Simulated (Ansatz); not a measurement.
## Zr: strain energy, fitted

Zr, P6_3/mmc, a = 3.232 Å, c = 5.170 Å. Ansatz: PBE, PAW, 420 eV, Γ-centred 15×15×8 mesh on 2 atoms, Gaussian smearing 0.10 eV; no spin polarisation. Series: biaxial strain in the a-b plane, c and atoms relaxed; x is the strain in per cent. y is the free energy over the unstrained cell, V0 = 23.384 Å³/atom.

```
x (%) y (meV/atom)
 -4.5         43.19
 -3.0         19.82
 -1.5             ?
  0.0          0.00
  1.5          5.14
  3.0         20.07
  4.5         43.99
```

Question: Fit y = c2 x² + c3 x³ to the other rows, turn c2 into a modulus, and predict the missing energy.

Answer: Least squares on the rows shown. y = 2.1637 x² + 0.0044569 x³. In eV per unit strain² c2 is 21.64; M is the biaxial modulus (E = M V0 ε²): 21.64 × 160.2 / (23.384) = 148 GPa. With a term in x⁴ added, the coefficient of x² becomes 2.269, 5 % more, which shows how far this figure hangs on the form. At x = -1.5 the fit asked for gives 4.85 meV/atom. The run gave 5.10 meV/atom, so the fit is 0.25 meV/atom too low, within the rms miss on the fitted rows (0.35 meV/atom).